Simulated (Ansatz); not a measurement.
**MgO2: projected density of states with r2SCAN0**

MgO2:

```xyz
3
Lattice="1.6048 0.9265 3.4940 -1.6048 0.9265 3.4940 0.0000 -1.8530 3.4940" Properties=species:S:1:pos:R:3 pbc="T T T"
Mg    0.0000    0.0000    0.0000
O     0.0000    0.0000    5.9874
O     0.0000    0.0000    4.4945
```

The cell comes from a database or a generator and needn't be the stable form of this composition.

```yaml
Program: Ansatz 0.2.0
Task: projected density of states
Functional: r2SCAN0
Potentials_or_basis: Ansatz PAW
Cutoff: "500 eV (not typed: the program's choice for these potentials)"
k_mesh: 6 × 6 × 6
Occupations: fermi-dirac, width 0.05 eV
Spin: no spin polarisation
```

```yaml
Pressure: -9.6 GPa
Largest_force: 1.028 eV/Å
Band_gap_on_the_k_mesh: 5.71 eV, direct
```

Forces on the atoms (eV/Å):
```
Mg   0.000  0.000  0.000
O    0.000  0.000 -1.028
O    0.000  0.000  1.028
```

Stress tensor (GPa, compression positive):
```
 -6.98   0.00   0.00
  0.00  -6.98   0.00
  0.00   0.00 -14.89
```

Levels at points of the mesh, in eV from the valence-band top:
| k point | band 8 | band 9 | band 10 | band 11 | band 12 | band 13 | band 14 | band 15 |
| --- | --- | --- | --- | --- | --- | --- | --- | --- |
| (0.00, 0.00, 0.00) | -3.59 | -3.59 | -0.88 | -0.88 | 7.67 | 8.78 | 15.83 | 17.87 |
| (0.00, 0.00, -0.50) | -6.36 | -3.95 | -1.36 | -1.15 | 7.96 | 11.85 | 13.85 | 16.07 |
| (0.00, -0.50, -0.50) | -5.70 | -4.68 | -2.16 | -0.15 | 7.16 | 11.02 | 14.51 | 16.18 |
| (-0.50, -0.50, -0.50) | -4.16 | -4.16 | 0.00 | 0.00 | 5.71 | 8.07 | 13.30 | 17.76 |

States per cell in windows of 0.5 eV (zero at the valence-band top; states under -8 eV left out):
```tsv
from (eV)	total	O 2p	O 2s	Mg 3s
-8.0	0.00	0.00	0.00	0.00
-7.5	0.15	0.13	0.00	0.02
-7.0	0.60	0.54	0.01	0.05
-6.5	0.81	0.74	0.03	0.03
-6.0	0.68	0.63	0.02	0.02
-5.5	1.05	0.98	0.04	0.02
-5.0	1.22	1.17	0.02	0.01
-4.5	1.26	1.24	0.01	0.00
-4.0	0.24	0.23	0.00	0.00
-3.5	0.00	0.00	0.00	0.00
-3.0	0.00	0.00	0.00	0.00
-2.5	0.28	0.26	0.00	0.01
-2.0	0.94	0.88	0.01	0.03
-1.5	1.00	0.96	0.01	0.01
-1.0	1.15	1.12	0.00	0.00
-0.5	0.63	0.62	0.00	0.00
0.0	0.00	0.00	0.00	0.00
0.5	0.00	0.00	0.00	0.00
1.0	0.00	0.00	0.00	0.00
1.5	0.00	0.00	0.00	0.00
2.0	0.00	0.00	0.00	0.00
2.5	0.00	0.00	0.00	0.00
3.0	0.00	0.00	0.00	0.00
3.5	0.00	0.00	0.00	0.00
4.0	0.00	0.00	0.00	0.00
4.5	0.00	0.00	0.00	0.00
5.0	0.00	0.00	0.00	0.00
5.5	0.01	0.01	0.00	0.00
6.0	0.11	0.06	0.02	0.02
6.5	0.25	0.17	0.04	0.03
7.0	0.61	0.45	0.07	0.04
7.5	0.74	0.57	0.08	0.04
```

It took 66 s on 2 threads of AMD EPYC (Zen 3), on a shared host, peak memory 1.2 GiB.

Caveat: the PAW data sets come from PBE, with cores solved anew for the run's functional, which leaves a small shift of forces and pressure; forces of over 1 eV/Å show positions far from the minimum, so gaps and moduli don't describe the material at rest; the thresholds are loose for stress. A k mesh can miss the band edges.
